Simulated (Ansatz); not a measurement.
# MoS2: the cost of one run

Program: Ansatz 0.2.0. Level of theory: DFT LDA+D3(BJ), scalar-relativistic, plane waves, PAW. These are calculated values, not measurements.

1 further run of the same task is left out (set aside as unsound or not needed).

**1. The structure to begin with**

It takes space group R3m (No. 160, trigonal). Conventional cell: a = 3.163 Å, b = 3.163 Å, c = 18.370 Å, α = 90.00°, β = 90.00°, γ = 120.00°. Around Mo (site symmetry 3m) lie 6 S at 2.36 Å. S (site symmetry 3m) has 3 Mo at 2.36 Å as nearest neighbours.

Structure file:

```
Mo S
1.0
     1.58150    0.91308    6.12333
    -1.58150    0.91308    6.12333
     0.00000   -1.82616    6.12333
Mo S
1 2
Direct
  0.00000 0.00000 0.00000
  0.74840 0.74840 0.74840
  0.58490 0.58490 0.58490
```

The structure comes from the Crystallography Open Database.

**6. The grid**

The energy is mapped over volume and the cell's shape.

First coordinate, volume per atom: 5 values from 13.13 to 18.13 Å³. Second coordinate, c/a of the conventional cell: 5 values from 4.57 to 6.58.

Nothing else is relaxed (fractional coordinates fixed). Energies count from the relaxed crystal. Points are written as (first, second).

(The set-up runs are not shown.)

**7. Grid point (13.13 Å³, 5.48)**

Input file input.yaml:

```yaml
crystal:
  lattice:
    - [1.4596072249, 0.8427046242, 5.3361018224]
    - [-1.4596072249, 0.8427046242, 5.3361018224]
    - [0.0, -1.6854092484, 5.3361018224]
  atoms:
    - { symbol: Mo, position: [6.75998e-05, 6.75998e-05, 6.75998e-05] }
    - { symbol: S, position: [0.7581661549, 0.7581661549, 0.7581661549] }
    - { symbol: S, position: [0.5750662452, 0.5750662452, 0.5750662452] }
basis:
  ecutwfc: 420
kpoints:
  mp_grid: { grid: [15, 15, 15] }
hamiltonian:
  xc: lda
  pseudopotentials: { kind: paw, azcp: { folder: soft_1 } }
  dispersion: d3bj
scf:
  occupations: { method: gaussian, width: 0.03 }
output:
  forces: true
  stress: true
  eigenvalues: true
```

Launch:

```console
$ ansatz run input.yaml --threads 1 --pin off --max-ram 2048MiB --backend cpu --events-out ev --progress --plain --runs-dir out
```

**Question.** How long does this run take on 1 thread of Arm Neoverse N1, shared host, and how much memory does it need?

About 46 s, with a peak of 0.48 GiB.
